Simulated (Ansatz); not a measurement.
**Ni (hcp): which electronic and magnetic state is lowest**

Which start takes Ni (hcp) lowest in energy? Whether the element takes this structure at low temperature is a separate question.

This is Ni in the hcp structure; at room conditions it is fcc.

Program: Ansatz 0.2.0. Level of theory: DFT PBE, scalar-relativistic, plane waves, PAW. These are calculated values, not measurements.

1 further run of the same task is left out (it didn't finish).

### 1 The system as given

It takes space group P6_3/mmc (No. 194, hexagonal). The conventional cell has a = 2.484 Å, b = 2.484 Å, c = 4.090 Å, α = 90.00°, β = 90.00°, γ = 120.00°. Around Ni (site symmetry -6m2) lie 12 Ni at 2.48 to 2.50 Å.

Structure file:

```xyz
2
Lattice="2.4835 0.0000 0.0000 -1.2418 2.1508 0.0000 0.0000 0.0000 4.0897" Properties=species:S:1:pos:R:3 pbc="T T T"
Ni    0.0000    1.4339    3.0673
Ni    1.2418    0.7169    1.0224
```

This cell comes from an earlier session at PBE: 10.923 Å³/atom at -0.11 GPa, on a 20×20×10 mesh, metallic, moments in the atoms' spheres Ni 0.68 μB.

### 2 No spin polarisation

File input.yaml:

```yaml
crystal:
  lattice:
    - [2.4835117988, 0.0, 0.0]
    - [-1.2417558994, 2.1507843084, 0.0]
    - [0.0, 0.0, 4.089685139]
  atoms:
    - { symbol: Ni, position: [0.3333333333, 0.6666666667, 0.75] }
    - { symbol: Ni, position: [0.6666666667, 0.3333333333, 0.25] }
basis:
  ecutwfc: 420
  ecutrho_ratio: 4
kpoints:
  mp_grid: { grid: [20, 20, 10] }
hamiltonian:
  xc: pbe
scf:
  occupations: { method: gaussian, width: 0.05 }
output:
  forces: true
  stress: true
  eigenvalues: true
```

Standard output, shortened:

```text
Warning: RAYON_NUM_THREADS=2 ignored (pool sized by the plan → 2); use --threads N
[...]
Pseudopotentials: kind: paw
Pseudopotential: Ni, paw, valence charge 18, recommended cutoff 420 eV (normal), Ni.paw.azcp
Functional definition: PBE
[...]
Crystal: 2 atoms, lattice volume = 21.845 Å³
Basis set: ecut = 420 eV, 391 PW (Γ), exchange–correlation on 36×36×60 points (8 copies of the dense FFT grid, shifted against one another)
Bands: 22, of which v1, the nominal top of the filled ones, is band 18 counted from 1 (17 counted from 0)
Symmetry: 24 space group operations
Space group: P63/mmc (ITA 194), of the structure as read, at distance tolerance 2.8e-5 Å
k-points: 264 of 4000
[...]
SCF iter   1: F=—  HF=-11679.269466 eV  |F-HF|=—  |Δ(HF+E_count)|=         —  Δρ=9.99e-3  dr2=3.69e-3  ethr=1.77e-3  ⟨swp⟩=5.2  Hψ=21787  notcnv=0
[...]
SCF iter   6: F=-11679.269005 eV  HF=-11679.269005 eV  |F-HF|=2.51e-10  |Δ(HF+E_count)|=   1.12e-7  Δρ=2.86e-6  dr2=4.40e-10  ethr=2.78e-10  ⟨swp⟩=4.8  Hψ=22664  notcnv=0
[...]
SCF converged after 6 iterations
Free energy (F): -11679.269005 eV
[...]
E sigma→0 (E₀):  -11679.262331 eV
Entropy (-TS):   -0.013347 eV (-6.674 meV/atom)
Fermi energy:    17.905131 eV
[...]
--- Forces (eV/Å), atoms counted from 1 ---
  atom   1  Ni    -0.00000000    -0.00000000     0.00000000
  atom   2  Ni    -0.00000000     0.00000000     0.00000000
[...]
--- Stress (GPa, compression-positive) ---
       -1.595819       0.000000      -0.000000
       -0.000000      -1.595819      -0.000000
       -0.000000      -0.000000      -0.446136
  P = ⅓ Tr σ = -1.2126 GPa (-12.126 kbar)
--- Band table (eV; the first three rows and the last of 264) ---
  k-point 0: bands = ["-85.1031", "-85.0709", "-45.5573", "-45.4181", "-45.4181", "-45.3879", "-45.3879", "-45.3428", "8.9762", "13.4375", "16.0282", "16.1100", "16.1100", "16.3829", "16.3829", "16.8274", "16.8274", "17.5960", "17.7801", "17.7801", "23.7781", "40.4692"]
[...]
```

Run time: 2.8 s. Hardware: 2 threads of an x86-64 CPU, shared host; peak memory 0.51 GiB.

This gives: volume 10.923 Å³/atom, pressure -1.21 GPa, metallic.

### 3 Antiferromagnetic in the cell, signs +-

input.yaml, as its differences from that of step 2:

```diff
@@ -6,4 +6,4 @@
   atoms:
-    - { symbol: Ni, position: [0.3333333333, 0.6666666667, 0.75] }
-    - { symbol: Ni, position: [0.6666666667, 0.3333333333, 0.25] }
+    - { symbol: Ni, position: [0.3333333333, 0.6666666667, 0.75], spin: 0.8 }
+    - { symbol: Ni, position: [0.6666666667, 0.3333333333, 0.25], spin: -0.8 }
 basis:
@@ -21 +21,4 @@
   eigenvalues: true
+  populations: true
+magnetization:
+  spin_polarized: true
```

Standard output, shortened:

```text
Warning: RAYON_NUM_THREADS=2 ignored (pool sized by the plan → 2); use --threads N
[...]
[... 3 set-up lines as earlier in the session ...]
[...]
Crystal: 2 atoms, lattice volume = 21.845 Å³
Basis set: ecut = 420 eV, 391 PW (Γ), exchange–correlation on 36×36×60 points (8 copies of the dense FFT grid, shifted against one another)
Bands: 23, of which v1, the nominal top of the filled ones, is band 18 counted from 1 (17 counted from 0)
Symmetry: 12 space group operations
Space group: P-6m2 (ITA 187), of the structure as read, at distance tolerance 2.8e-5 Å
Magnetic group: BNS 194.267 (UNI 1497), of the structure as read, at distance tolerance 2.8e-5 Å
k-points: 264 of 4000 (time reversal used)
[...]
Starting moments: Σ|m| = 1.6 μB on 2 of 2 sites
Starting magnetic order: antiferromagnet; an inversion exchanges its spin sublattices: spin-degenerate at every k-point
[...]
WARN: the starting moments were not kept: 1 of 2 ended reversed and 1 kept their direction, counting a site from 0.1 of the cell's largest site moment. The largest reversed, site 1 (counted from 0, in the order of the report's site_moments_mub), started with -0.8 μB and closes at +6.8e-1 [...]
SCF converged after 16 iterations
Magnetization: 1.2851 μB (18.6426 up, 17.3574 down)
Absolute magnetization: 1.4674 μB (∫|ρ↑−ρ↓|, with the PAW one-centre terms)
Spin contamination: 0.0142 ħ² per cell (⟨S²⟩ above its minimum at these occupations)
Per-site moments (μB) at R_I (Å): [(0.681527568359529, 1.0244486170147198), (0.6815333761222964, 1.0244486170147198)]
Free energy (F): -11679.389930 eV
[...]
E sigma→0 (E₀):  -11679.387173 eV
Entropy (-TS):   -0.005515 eV (-2.758 meV/atom)
Fermi energy:    18.124631 eV
[...]
--- Forces (eV/Å), atoms counted from 1 ---
  atom   1  Ni     0.00000000     0.00000000     0.00000000
  atom   2  Ni    -0.00000000     0.00000000     0.00000000
[...]
--- Stress (GPa, compression-positive) ---
       -0.110176       0.000000      -0.000000
        0.000000      -0.110176      -0.000000
       -0.000000      -0.000000      -0.117924
  P = ⅓ Tr σ = -0.1128 GPa (-1.128 kbar)
--- Band table (eV; the first three rows and the last of 528) ---
[... band rows left out ...]
[...]
--- Löwdin populations: 2 sites ---
  site symbol       q [e]    m [muB]
     0     Ni     17.7826     0.6742
     1     Ni     17.7826     0.6742
  spilling = 0.012080 (of n_electrons = 36.000000)
```

It took 39 s on 2 threads of an x86-64 CPU, shared host; peak memory 0.67 GiB.

In short: volume 10.923 Å³/atom, pressure -0.11 GPa, metallic, moments in the atoms' spheres Ni 0.68 μB.

Spin moments on the atoms, as numbers (put along z; the direction is arbitrary without spin–orbit coupling):

| atom | x (μB) | y (μB) | z (μB) |
| --- | --- | --- | --- |
| Ni1 | 0.00 | 0.00 | 0.68 |
| Ni2 | 0.00 | 0.00 | 0.68 |

### 4 Antiferromagnetic, doubled cell, propagation vector (0, 0, 1/2)

File input.yaml:

```yaml
crystal:
  lattice:
    - [2.4835117988, 0.0, 0.0]
    - [-1.2417558994, 2.1507843084, 0.0]
    - [0.0, 0.0, 8.1793702779]
  atoms:
    - { symbol: Ni, position: [0.3333333333, 0.6666666667, 0.375], spin: 0.8 }
    - { symbol: Ni, position: [0.6666666667, 0.3333333333, 0.125], spin: 0.8 }
    - { symbol: Ni, position: [0.3333333333, 0.6666666667, 0.875], spin: -0.8 }
    - { symbol: Ni, position: [0.6666666667, 0.3333333333, 0.625], spin: -0.8 }
basis:
  ecutwfc: 420
  ecutrho_ratio: 4
kpoints:
  mp_grid: { grid: [20, 20, 5] }
hamiltonian:
  xc: pbe
scf:
  occupations: { method: gaussian, width: 0.05 }
output:
  forces: true
  stress: true
  eigenvalues: true
  populations: true
magnetization:
  spin_polarized: true
```

Standard output, shortened:

```text
Warning: RAYON_NUM_THREADS=2 ignored (pool sized by the plan → 2); use --threads N
[...]
[... 3 set-up lines as earlier in the session ...]
[...]
Crystal: 4 atoms, lattice volume = 43.690 Å³
Basis set: ecut = 420 eV, 825 PW (Γ), exchange–correlation on 36×36×120 points (8 copies of the dense FFT grid, shifted against one another)
Bands: 46, of which v1, the nominal top of the filled ones, is band 36 counted from 1 (35 counted from 0)
[... 1 set-up line as earlier in the session ...]
Space group: P-3m1 (ITA 164), of the structure as read, at distance tolerance 3.5e-5 Å
Magnetic group: BNS 164.90 (UNI 1320), of the structure as read, at distance tolerance 3.5e-5 Å
k-points: 198 of 2000
[...]
Starting moments: Σ|m| = 3.2 μB on 4 of 4 sites
Starting magnetic order: antiferromagnet; a translation exchanges its spin sublattices: spin-degenerate at every k-point
[...]
WARN: an SCF from ferromagnetic starting moments (-0.80, -0.80, -0.80, -0.80 Bohr magnetons, atom by atom) was not made, by what the run has read of turns of its moments that order reads lower: the deck asks for what bars it, or types moments that do (magnetization.spin_polarized, in the [...]
Spin contamination: 0.9253 ħ² per cell (⟨S²⟩ above its minimum at these occupations)
Per-site moments (μB) at R_I (Å): [(0.5449711392617138, 1.0244486170147198), (0.5449711392617137, 1.0244486170147198), (-0.5449711392617139, 1.0244486170147198), (-0.544971139261714, 1.0244486170147198)]
Free energy (F): -23358.619052 eV
[...]
E sigma→0 (E₀):  -23358.610817 eV
Entropy (-TS):   -0.016470 eV (-4.117 meV/atom)
Fermi energy:    17.992200 eV
[...]
--- Forces (eV/Å), atoms counted from 1 ---
  atom   1  Ni     0.00000000    -0.00000000    -0.16644788
  atom   2  Ni    -0.00000000     0.00000000     0.16644788
  atom   3  Ni     0.00000000    -0.00000000    -0.16644788
  atom   4  Ni    -0.00000000     0.00000000     0.16644788
[...]
--- Stress (GPa, compression-positive) ---
       -0.578645       0.000000       0.000000
        0.000000      -0.578645       0.000000
        0.000000       0.000000       1.275951
  P = ⅓ Tr σ = 0.0396 GPa (0.396 kbar)
--- Band table (eV; the first three rows and the last of 396) ---
[...]
--- Löwdin populations: 4 sites ---
  site symbol       q [e]    m [muB]
     0     Ni     17.7830     0.5315
     1     Ni     17.7830     0.5315
     2     Ni     17.7830    -0.5315
     3     Ni     17.7830    -0.5315
  spilling = 0.012057 (of n_electrons = 72.000000)
```

Caution: the run may have ended on a state that is not the lowest.

Wall time 4 min (2 threads of an x86-64 CPU, shared host); peak memory 2.7 GiB.

Read off: volume 10.923 Å³/atom, pressure 0.04 GPa, metallic, moments in the atoms' spheres Ni 0.54, -0.54 μB.

Spin moments on the atoms, as numbers (put along z; the direction is arbitrary without spin–orbit coupling):

| atom | x (μB) | y (μB) | z (μB) |
| --- | --- | --- | --- |
| Ni1 | 0.00 | 0.00 | 0.54 |
| Ni2 | 0.00 | 0.00 | 0.54 |
| Ni3 | 0.00 | 0.00 | -0.54 |
| Ni4 | 0.00 | 0.00 | -0.54 |

### 5 Antiferromagnetic, doubled cell, propagation vector (0, 1/2, 0)

File input.yaml:

```yaml
crystal:
  lattice:
    - [2.4835117988, 0.0, 0.0]
    - [-2.4835117988, 4.3015686168, 0.0]
    - [0.0, 0.0, 4.089685139]
  atoms:
    - { symbol: Ni, position: [0.3333333333, 0.3333333333, 0.75], spin: 0.8 }
    - { symbol: Ni, position: [0.6666666667, 0.1666666667, 0.25], spin: 0.8 }
    - { symbol: Ni, position: [0.3333333333, 0.8333333333, 0.75], spin: -0.8 }
    - { symbol: Ni, position: [0.6666666667, 0.6666666667, 0.25], spin: -0.8 }
basis:
  ecutwfc: 420
  ecutrho_ratio: 4
kpoints:
  mp_grid: { grid: [20, 10, 10] }
hamiltonian:
  xc: pbe
scf:
  occupations: { method: gaussian, width: 0.05 }
output:
  forces: true
  stress: true
  eigenvalues: true
  populations: true
magnetization:
  spin_polarized: true
```

Standard output, shortened:

```text
Warning: RAYON_NUM_THREADS=2 ignored (pool sized by the plan → 2); use --threads N
[...]
[... 3 set-up lines as earlier in the session ...]
[...]
Crystal: 4 atoms, lattice volume = 43.690 Å³
Basis set: ecut = 420 eV, 819 PW (Γ), exchange–correlation on 36×72×60 points (8 copies of the dense FFT grid, shifted against one another)
Bands: 46, of which v1, the nominal top of the filled ones, is band 36 counted from 1 (35 counted from 0)
Symmetry: 8 space group operations
Space group: Pmmn (ITA 59), of the structure as read, at distance tolerance 3.5e-5 Å
Magnetic group: BNS 59.414 (UNI 512), of the structure as read, at distance tolerance 3.5e-5 Å
k-points: 366 of 2000
[...]
Starting moments: Σ|m| = 3.2 μB on 4 of 4 sites
Starting magnetic order: antiferromagnet; a translation exchanges its spin sublattices: spin-degenerate at every k-point
[...]
WARN: an SCF from ferromagnetic starting moments (-0.80, -0.80, -0.80, -0.80 Bohr magnetons, atom by atom) was not made, by what the run has read of turns of its moments that order reads lower: the deck asks for what bars it, or types moments that do (magnetization.spin_polarized, in the [...]
Spin contamination: 0.5037 ħ² per cell (⟨S²⟩ above its minimum at these occupations)
Per-site moments (μB) at R_I (Å): [(0.33896696512236985, 1.024448617005), (0.33896696512236824, 1.024448617005), (-0.33896696512236985, 1.024448617005), (-0.33896696512236824, 1.024448617005)]
Free energy (F): -23358.554179 eV
[...]
E sigma→0 (E₀):  -23358.544062 eV
Entropy (-TS):   -0.020233 eV (-5.058 meV/atom)
Fermi energy:    17.940603 eV
[...]
--- Forces (eV/Å), atoms counted from 1 ---
  atom   1  Ni     0.00000000    -0.07090302     0.00000000
  atom   2  Ni     0.00000000     0.07090302     0.00000000
  atom   3  Ni     0.00000000    -0.07090302     0.00000000
  atom   4  Ni     0.00000000     0.07090302     0.00000000
[...]
--- Stress (GPa, compression-positive) ---
       -1.108391       0.000000       0.000000
        0.000000      -0.211052       0.000000
        0.000000       0.000000      -0.710462
  P = ⅓ Tr σ = -0.6766 GPa (-6.766 kbar)
--- Band table (eV; the first three rows and the last of 732) ---
[...]
--- Löwdin populations: 4 sites ---
  site symbol       q [e]    m [muB]
     0     Ni     17.7840     0.3262
     1     Ni     17.7840     0.3262
     2     Ni     17.7840    -0.3262
     3     Ni     17.7840    -0.3262
  spilling = 0.012001 (of n_electrons = 72.000000)
```

Caution: the run may have ended on a state that is not the lowest.

Run time: 98 s. Hardware: 2 threads of an x86-64 CPU, shared host; peak memory 1.7 GiB.

This gives: volume 10.923 Å³/atom, pressure -0.68 GPa, a metal on this mesh, moments in the atoms' spheres Ni 0.34, -0.34 μB.

Spin moments on the atoms, as numbers (put along z; the direction is arbitrary without spin–orbit coupling):

| atom | x (μB) | y (μB) | z (μB) |
| --- | --- | --- | --- |
| Ni1 | 0.00 | 0.00 | 0.34 |
| Ni2 | 0.00 | 0.00 | 0.34 |
| Ni3 | 0.00 | 0.00 | -0.34 |
| Ni4 | 0.00 | 0.00 | -0.34 |

### 6 Small parallel starting moments

File input.yaml:

```yaml
crystal:
  lattice:
    - [2.4835117988, 0.0, 0.0]
    - [-1.2417558994, 2.1507843084, 0.0]
    - [0.0, 0.0, 4.089685139]
  atoms:
    - { symbol: Ni, position: [0.3333333333, 0.6666666667, 0.75], spin: 0.5 }
    - { symbol: Ni, position: [0.6666666667, 0.3333333333, 0.25], spin: 0.5 }
basis:
  ecutwfc: 420
  ecutrho_ratio: 4
kpoints:
  mp_grid: { grid: [20, 20, 10] }
hamiltonian:
  xc: pbe
scf:
  occupations: { method: gaussian, width: 0.05 }
output:
  forces: true
  stress: true
  eigenvalues: true
  populations: true
magnetization:
  spin_polarized: true
```

Standard output, shortened:

```text
Warning: RAYON_NUM_THREADS=2 ignored (pool sized by the plan → 2); use --threads N
[...]
[... 3 set-up lines as earlier in the session ...]
[...]
Crystal: 2 atoms, lattice volume = 21.845 Å³
Basis set: ecut = 420 eV, 391 PW (Γ), exchange–correlation on 36×36×60 points (8 copies of the dense FFT grid, shifted against one another)
Bands: 23, of which v1, the nominal top of the filled ones, is band 18 counted from 1 (17 counted from 0)
[... 2 set-up lines as earlier in the session ...]
Magnetic group: BNS 194.263 (UNI 1493), of the structure as read, at distance tolerance 2.8e-5 Å
k-points: 264 of 4000
[...]
Starting moments: Σ|m| = 1 μB on 2 of 2 sites
[...]
Absolute magnetization: 1.4673 μB (∫|ρ↑−ρ↓|, with the PAW one-centre terms)
Spin contamination: 0.0142 ħ² per cell (⟨S²⟩ above its minimum at these occupations)
Per-site moments (μB) at R_I (Å): [(0.6815252728587248, 1.0244486170147198), (0.6815252728587256, 1.0244486170147198)]
Free energy (F): -11679.389930 eV
[...]
E sigma→0 (E₀):  -11679.387173 eV
Entropy (-TS):   -0.005515 eV (-2.758 meV/atom)
Fermi energy:    18.124580 eV
[...]
--- Forces (eV/Å), atoms counted from 1 ---
  atom   1  Ni     0.00000000     0.00000000     0.00000000
  atom   2  Ni    -0.00000000     0.00000000     0.00000000
[...]
--- Stress (GPa, compression-positive) ---
       -0.109673       0.000000      -0.000000
        0.000000      -0.109673      -0.000000
       -0.000000      -0.000000      -0.117306
  P = ⅓ Tr σ = -0.1122 GPa (-1.122 kbar)
--- Band table (eV; the first three rows and the last of 528) ---
[... band rows left out ...]
[...]
--- Löwdin populations: 2 sites ---
  site symbol       q [e]    m [muB]
     0     Ni     17.7826     0.6742
     1     Ni     17.7826     0.6742
  spilling = 0.012080 (of n_electrons = 36.000000)
```

Wall time 17 s (2 threads of an x86-64 CPU, shared host); peak memory 0.6 GiB.

In short: volume 10.923 Å³/atom, pressure -0.11 GPa, metallic, moments in the atoms' spheres Ni 0.68 μB.

### 7 The magnetic starts side by side

Energies have the smearing extrapolated to zero.

| start | from the base state (meV/atom) | gap (eV) | pressure (GPa) | moments in spheres (μB) |
| --- | --- | --- | --- | --- |
| ferromagnetic | 0.0 | metal | -0.11 | Ni 0.68 |
| no spin polarisation | 62.4 | metal | -1.21 | none |
| antiferromagnetic in the cell, signs +- | 0.0 | metal | -0.11 | Ni 0.68 |
| antiferromagnetic, doubled cell, propagation vector (0, 0, 1/2) | 40.9 | metal | 0.04 | Ni 0.55, -0.55 |
| antiferromagnetic, doubled cell, propagation vector (0, 1/2, 0) | 57.6 | metal | -0.68 | Ni 0.34, -0.34 |
| small parallel starting moments | 0.0 | metal | -0.11 | Ni 0.68 |

Propagation vectors are in units of the typed cell's reciprocal vectors.

### 8 Results

```
             quantity                 value
lowest magnetic start         ferromagnetic
   next in this table  40.9 meV/atom higher
```

In words: The lowest state comes from the start «ferromagnetic», matched within 0.3 meV/atom by «antiferromagnetic in the cell, signs +-», «small parallel starting moments»; the next lies 40.9 meV/atom higher. The start «antiferromagnetic in the cell, signs +-» ended with parallel moments, so the order typed was lost. At this cell, forbidding spin polarisation costs 62 meV/atom. Only a few orders and starts were tried, so a lower state isn't excluded.
